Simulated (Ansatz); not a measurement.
Ta$_{2}$C (P-3m1), axial (c/a) deformation path

All numbers below come from DFT PBEsol, scalar-relativistic, plane waves, PAW in Ansatz. Cutoff 420 eV, Γ-centred 18×18×12 k-points, Gaussian smearing of 0.15 eV. Spin–orbit coupling is left out, which can shift energies with elements as heavy as these. No spin polarisation. Energies are free energies at this smearing, counted from the undisturbed cell; pressure is positive in compression.

The undisturbed cell (relaxed at this level):

```yaml
crystal:
  lattice:
    - [3.09530, 0.00000, 0.00000]
    - [-1.54765, 2.68061, 0.00000]
    - [0.00000, 0.00000, 4.92108]
  atoms:
    - { symbol: Ta, position: [0.33333, 0.66667, 0.25288] }
    - { symbol: Ta, position: [0.66667, 0.33333, 0.74712] }
    - { symbol: C, position: [0.00000, 0.00000, 0.00000] }
```

At fixed volume and fractional coordinates, lengths along (0.000, 0.000, 1.000) are scaled against those across it; ρ is that ratio over its starting value. The cell is metallic on the mesh throughout.

```tsv
ρ	ΔE (meV/atom)	pressure (GPa)
0.800	450.4	4.3
0.850	256.2	3.0
0.920	71.9	1.3
0.960	?	?
1.000	0.0	0.0
1.050	25.0	-0.1
1.100	96.9	0.5
1.200	356.3	3.1
1.300	?	?
```

Give the withheld values.

ΔE (meV/atom) at ρ = 0.960: 17.5; pressure (GPa) at ρ = 0.960: 0.5; ΔE (meV/atom) at ρ = 1.300: 706.8; pressure (GPa) at ρ = 1.300: 6.4.

Cost: 9 runs of about 1.5 core-minutes in all, on Intel Xeon Platinum 8488C (Sapphire Rapids) (shared hosts).